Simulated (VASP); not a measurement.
# ZnO (P6_3mc) in VASP: further runs, part 2 of 2

VASP 6.6.1. The steps go on from the part before.

### 4 Single point, PBE

This run uses another cell than the first one, of 11.85 Å³/atom, 0.961 times its volume.

The input, INCAR:

```
SYSTEM = ZnO
  PREC = Accurate
  ENCUT = 520
  EDIFF = 1E-6
  ISMEAR = 0
  SIGMA = 0.1
  LREAL = .FALSE.
  LASPH = .TRUE.
  NELM = 100
  ALGO = Normal
  ISIF = 2
  LWAVE = .FALSE.
  LCHARG = .FALSE.
  GGA = PE
  NBANDS = 26
```

The input, KPOINTS:

```
Automatic mesh
0
G
  6 6 4
  0 0 0
```

The input, POSCAR:

```
ZnO
1.0
    3.2373509400      0.0000000000      0.0000000000
   -1.6186754700      2.8036282100      0.0000000000
    0.0000000000      0.0000000000      5.2220611600
Zn O
2 2
Direct
    0.6666666900      0.3333333400      0.5005917000
    0.3333333400      0.6666666900      0.0005917000
    0.6666666900      0.3333333400      0.8797183000
    0.3333333400      0.6666666900      0.3797183000
```

Potentials or basis: VASP PAW PBE potentials, release 64 (Zn, O).

On the command line:

```bash
$ cat potpaw_PBE.64/Zn/POTCAR potpaw_PBE.64/O/POTCAR > POTCAR
$ mpirun -np 1 vasp_std > vasp.out
```

OUTCAR:

```text
SYSTEM = ZnO
   PREC = Accurate
   ENCUT = 520
   EDIFF = 1E-6
   ISMEAR = 0
   LREAL = .FALSE.
   LASPH = .TRUE.
   NELM = 100
   ISIF = 2
   GGA = PE

 ion  position               nearest neighbor table
   1  0.667  0.333  0.501-   4 1.97   4 1.97   4 1.97   3 1.98
   2  0.333  0.667  0.001-   3 1.97   3 1.97   3 1.97   4 1.98
   3  0.667  0.333  0.880-   2 1.97   2 1.97   2 1.97   1 1.98
   4  0.333  0.667  0.380-   1 1.97   1 1.97   1 1.97   2 1.98

  LATTYP: Found a hexagonal cell.
 ALAT       =     3.2373509400
 C/A-ratio  =     1.6130661324

  Lattice vectors:

 A1 = (   3.2373509400,   0.0000000000,   0.0000000000)
 A2 = (  -1.6186754700,   2.8036282100,   0.0000000000)
 A3 = (   0.0000000000,   0.0000000000,   5.2220611600)

Analysis of symmetry for initial positions (statically):
=====================================================================
 Subroutine PRICEL returns:
 Original cell was already a primitive cell.

 Routine SETGRP: Setting up the symmetry group for a
 hexagonal supercell.

 Subroutine GETGRP returns: Found 12 space group operations
 (whereof  6 operations were pure point group operations)
 out of a pool of 24 trial point group operations.

The static configuration has the point symmetry C_3v.
 The point group associated with its full space group is C_6v.

Analysis of symmetry for dynamics (positions and initial velocities):
=====================================================================
 Subroutine PRICEL returns:
 Original cell was already a primitive cell.

 Routine SETGRP: Setting up the symmetry group for a
 hexagonal supercell.

 Subroutine GETGRP returns: Found 12 space group operations
 (whereof  6 operations were pure point group operations)
 out of a pool of 24 trial point group operations.

The dynamic configuration has the point symmetry C_3v.
 The point group associated with its full space group is C_6v.

 Subroutine INISYM returns: Found 12 space group operations
 (whereof  6 operations are pure point group operations),
 and found     1 'primitive' translations

----------------------------------------------------------------------------------------

                                     Primitive cell

  volume of cell :      47.3971

  direct lattice vectors                    reciprocal lattice vectors
     3.237350940  0.000000000  0.000000000     0.308894531  0.178340337  0.000000000
    -1.618675470  2.803628210  0.000000000     0.000000000  0.356680674  0.000000000
     0.000000000  0.000000000  5.222061160     0.000000000  0.000000000  0.191495268

  length of vectors
     3.237350940  3.237350988  5.222061160     0.356680679  0.356680674  0.191495268

  position of ions in fractional coordinates (direct lattice)
     0.666666690  0.333333340  0.500591700
     0.333333340  0.666666690  0.000591700
     0.666666690  0.333333340  0.879718300
     0.333333340  0.666666690  0.379718300

  ion indices of the primitive-cell ions
   primitive index   ion index
                 1           1
                 2           2
                 3           3
                 4           4

----------------------------------------------------------------------------------------

 KPOINTS: Automatic mesh

Automatic generation of k-mesh.
 Grid dimensions read from file:
 generate k-points for:    6    6    4

 Generating k-lattice:

  Cartesian coordinates                     Fractional coordinates (reciprocal lattice)
     0.051482422  0.029723390  0.000000000     0.166666667  0.000000000  0.000000000
     0.000000000  0.059446779  0.000000000     0.000000000  0.166666667  0.000000000
     0.000000000  0.000000000  0.047873817     0.000000000  0.000000000  0.250000000

  Length of vectors
     0.059446780  0.059446779  0.047873817

  Shift w.r.t. Gamma in fractional coordinates (k-lattice)
     0.000000000  0.000000000  0.000000000

 Subroutine IBZKPT returns following result:
 ===========================================

 Found     21 irreducible k-points:

 Following reciprocal coordinates:
            Coordinates               Weight
  0.000000  0.000000  0.000000      1.000000
  0.166667 -0.000000  0.000000      6.000000
  0.333333 -0.000000  0.000000      6.000000
  0.500000 -0.000000  0.000000      3.000000
  0.166667  0.166667  0.000000      6.000000
  0.333333  0.166667  0.000000     12.000000
[... 13 lines left out ...]
  0.333333  0.166667  0.500000     12.000000
  0.333333  0.333333  0.500000      2.000000
   k-points           NKPTS =     21   k-points in BZ     NKDIM =     21   number of bands    NBANDS=     26
   number of dos      NEDOS =    301   number of ions     NIONS =      4
   total plane-waves  NPLWV =  23040
   dimension x,y,z NGX =    24 NGY =   24 NGZ =   40
   dimension x,y,z NGXF=    48 NGYF=   48 NGZF=   80
   ions per type =               2   2
   NGX,Y,Z   is equivalent  to a cutoff of  12.32, 12.32, 12.73 a.u.
   NGXF,Y,Z  is equivalent  to a cutoff of  24.65, 24.65, 25.47 a.u.
 SYSTEM =  ZnO
   PREC   = accura    normal or accurate (medium, high low for compatibility)
   ISTART =      0    job   : 0-new  1-cont  2-samecut
   ICHARG =      2    charge: 1-file 2-atom 10-const
   ISPIN  =      1    spin polarized calculation?
   LNONCOLLINEAR =      F non collinear calculations
   LSORBIT =      F    spin-orbit coupling
   LASPH  =      T    aspherical Exc in radial PAW
   ENCUT  =  520.0 eV  38.22 Ry    6.18 a.u.   6.02  6.02  9.71*2*pi/ulx,y,z
   NELM   =    100;   NELMIN=  2; NELMDL= -5     # of ELM steps
   EDIFF  = 0.1E-05   stopping-criterion for ELM
   LREAL  =      F    real-space projection
   EDIFFG = 0.1E-04   stopping-criterion for IOM
   NSW    =      0    number of steps for IOM
   IBRION =     -1    ionic relax: 0-MD 1-quasi-New 2-CG
   NFREE  =      0    steps in history (QN), initial steepest desc. (CG)
   ISIF   =      2    stress and relaxation
   ISYM   =      2    0-nonsym 1-usesym 2-fastsym
   POTIM  = 0.5000    time-step for ionic-motion
   TEBEG  =    0.0;   TEEND  =   0.0 temperature during run
   PSTRESS=    0.0 pullay stress
   NELECT =      36.0000    total number of electrons
   NUPDOWN=      -1.0000    fix difference up-down
   EMIN   =  10.00;   EMAX   =-10.00  energy-range for DOS
   EFERMI =   0.00;   METHOD = LEGACY
   ISMEAR =     0;   SIGMA  =   0.10  broadening in eV -4-tet -1-fermi 0-gaus
   EFERMI_NEDOS =   21; number of points for ismear=-14 and -15
   IALGO  =     38    algorithm
   IMIX   =      4    mixing-type and parameters
     AMIX     =   0.40;   BMIX     =  1.00
     AMIX_MAG =   1.60;   BMIX_MAG =  1.00
  volume/ion in A,a.u.               =      11.85        79.96
  Fermi-wavevector in a.u.,A,eV,Ry     =   1.493682  2.822651 30.355785  2.231087
  Thomas-Fermi vector in A             =   2.606052
   LORBIT       =      0    0 simple, 1 ext, 2 COOP (PROOUT), +10 PAW based schemes
   GGA     = PE    functional components
   LHFCALC =     F    Hartree Fock is set to
   AEXX    =    0.0000 exact exchange contribution
   IVDW    =     0    specifies the selected vdW correction
   LEPSILON=     F    determine dielectric tensor
   LRPA    =     F    only Hartree local field effects (RPA)
 non-spin polarized calculation
 Gauss-broadening in eV      SIGMA  =   0.10
  energy-cutoff  :      520.00
  volume of cell :       47.40
 maximum number of plane-waves:      1314
   NGX = 13   NGY = 13   NGZ = 19

 number of electron      36.0000020 magnetization

 Free energy of the ion-electron system (eV)
  ---------------------------------------------------
  ext. energy  EPLUGINS =         0.00000000
  ---------------------------------------------------
  free energy    TOTEN  =       -17.81322865 eV

  energy without entropy =      -17.81322865  energy(sigma->0) =      -17.81322865

 E-fermi :   1.6457     XC(G=0): -10.9339

 val. band max:        1.2486928012   @ k =   0.0000   0.0000   0.0000
 cond. band min:       2.0341888073   @ k =   0.0000   0.0000   0.0000
 fundamental gap:      0.7854960060
 Fermi energy:         1.6457384675

 k-point     1 :       0.0000    0.0000    0.0000
  band No.  band energies     occupation
      1     -16.8816      2.00000
      2     -16.1545      2.00000
      3      -4.4726      2.00000
      4      -4.4726      2.00000
      5      -4.4336      2.00000
      6      -4.4279      2.00000
[... 598 lines left out ...]
     25      16.9538      0.00000
     26      16.9538      0.00000

------------------------ aborting loop because EDIFF is reached ----------------------------------------

  FORCE on cell =-STRESS in cart. coord.  units (eV):
  Direction    XX          YY          ZZ          XY          YZ          ZX
  --------------------------------------------------------------------------------------
  -------------------------------------------------------------------------------------
  Total        1.9672341      1.9672342      1.9779753      0.0000000      0.0000000      0.0000000
  in kB       66.4989009     66.4989035     66.8619889      0.0000000      0.0000000      0.0000000
  external PRESSURE =      66.6199311 kB  Pullay stress =       0.0000000 kB

 VOLUME and BASIS-vectors are now :
 -----------------------------------------------------------------------------
  energy-cutoff  :      520.00
  volume of cell :       47.40
      direct lattice vectors                 reciprocal lattice vectors
     3.237350940  0.000000000  0.000000000     0.308894531  0.178340337  0.000000000
    -1.618675470  2.803628210  0.000000000     0.000000000  0.356680674  0.000000000
     0.000000000  0.000000000  5.222061160     0.000000000  0.000000000  0.191495268

 POSITION                                       TOTAL-FORCE (eV/Angst)
 -----------------------------------------------------------------------------------
      1.61868      0.93454      2.61412        -0.000000      0.000000     -0.001387
     -0.00000      1.86909      0.00309        -0.000000     -0.000000     -0.001387
      1.61868      0.93454      4.59394         0.000000     -0.000000      0.001387
     -0.00000      1.86909      1.98291        -0.000000     -0.000000      0.001387
 -----------------------------------------------------------------------------------
    total drift:                               -0.000076     -0.000025      0.001143

  FREE ENERGIE OF THE ION-ELECTRON SYSTEM (eV)
  ---------------------------------------------------
  free  energy   TOTEN  =       -17.8132286490 eV

  energy  without entropy=      -17.8132286488  energy(sigma->0) =      -17.81322865
```

OSZICAR:

```text
N       E                     dE             d eps       ncg     rms          rms(c)
DAV:   1     0.295006913769E+03    0.29501E+03   -0.18137E+04  1108   0.200E+03
DAV:   2     0.114089912225E+02   -0.28360E+03   -0.26485E+03  1158   0.408E+02
DAV:   3    -0.203929970583E+02   -0.31802E+02   -0.31378E+02  1190   0.139E+02
DAV:   4    -0.210544627154E+02   -0.66147E+00   -0.65969E+00  1214   0.204E+01
DAV:   5    -0.210577096334E+02   -0.32469E-02   -0.32467E-02  1184   0.150E+00    0.148E+01
DAV:   6    -0.176363978551E+02    0.34213E+01   -0.65567E+00  1680   0.614E+01    0.909E+00
DAV:   7    -0.178515005831E+02   -0.21510E+00   -0.29797E+00  1138   0.170E+01    0.544E+00
DAV:   8    -0.178626346275E+02   -0.11134E-01   -0.50314E-01  1606   0.766E+00    0.165E+00
DAV:   9    -0.178103589265E+02    0.52276E-01   -0.10715E-01  1608   0.653E+00    0.294E-01
DAV:  10    -0.178131312587E+02   -0.27723E-02   -0.37766E-02  1108   0.134E+00    0.133E-01
DAV:  11    -0.178131908544E+02   -0.59596E-04   -0.54385E-04  1224   0.271E-01    0.363E-02
DAV:  12    -0.178132248371E+02   -0.33983E-04   -0.10575E-04  1302   0.278E-01    0.187E-02
DAV:  13    -0.178132340285E+02   -0.91914E-05   -0.25402E-05  1216   0.102E-01    0.198E-02
DAV:  14    -0.178132287353E+02    0.52931E-05   -0.13557E-05  1318   0.385E-02    0.236E-03
DAV:  15    -0.178132286490E+02    0.86369E-07   -0.29409E-06  1008   0.153E-02
   1 F= -.17813229E+02 E0= -.17813229E+02  d E =-.221217E-09
```

stdout:

```text
POSCAR found type information on POSCAR ZnO
 POSCAR found :  2 types and       4 ions
 scaLAPACK will be used
 LDA part: xc-table for (Slater+PW92), standard interpolation
 POSCAR, INCAR and KPOINTS ok, starting setup
 FFT: planning ... GRIDC
 FFT: planning ... GRID_SOFT
 FFT: planning ... GRID
 WAVECAR not read
 entering main loop
```

Wall time 13 s (1 thread of Intel Xeon Platinum 8488C (Sapphire Rapids), shared host); peak memory 0.16 GiB.

What came out:

```yaml
Free_energy: -17.8132 eV
Pressure: 6.7 GPa
Band_gap_on_the_k_mesh: 0.79 eV, direct
```

### 5 Summary

```tsv
task	cell	k mesh	cutoff (eV)	smearing	gap on the mesh (eV)	pressure (GPa)	largest force (eV/Å)
single point	P6_3mc, 12.33 Å³/atom	9 × 9 × 6	520	gaussian 0.02 eV	0.73	0.9	0.01
relaxation of cell and atoms	relaxed	9 × 9 × 6	600	gaussian 0.02 eV	0.72	0.0	0.01
single point	P6_3mc, 11.85 Å³/atom	6 × 6 × 4	520	gaussian 0.1 eV	0.79	6.7	-
```

Alike in all rows: level PBE; potentials or basis VASP PAW PBE potentials, release 64 (Zn, O); no spin polarisation.

Total energies depend on the potentials used, so only differences within one code and one set of settings carry meaning.

### 6 Against experiment

Step 2. Measured gap of ZnO: 3.37 eV (quoted in “Electronic structure of alkaline earth and post-transition metal oxides”, 2009, arxiv:0908.1581). This calculation gives 0.73 eV (-2.64 eV). So large a miss can be the level of theory's own, or it may mean another phase, state or a wrong row. The value is that of PBE, without temperature or zero-point motion. Semilocal functionals fall short of measured gaps as a rule. The cell is a database's relaxed one, not the measured one, which moves gaps too.

Step 4. A measured gap of ZnO is 3.37 eV (quoted in “Electronic structure of alkaline earth and post-transition metal oxides”, 2009, arxiv:0908.1581); the calculated 0.79 eV misses it by -2.58 eV. So large a miss can be the level of theory's own, or it may mean another phase, state or a wrong row. The value is that of PBE, without temperature or zero-point motion. Semilocal functionals fall short of measured gaps as a rule. The cell is a database's relaxed one, not the measured one, which moves gaps too.
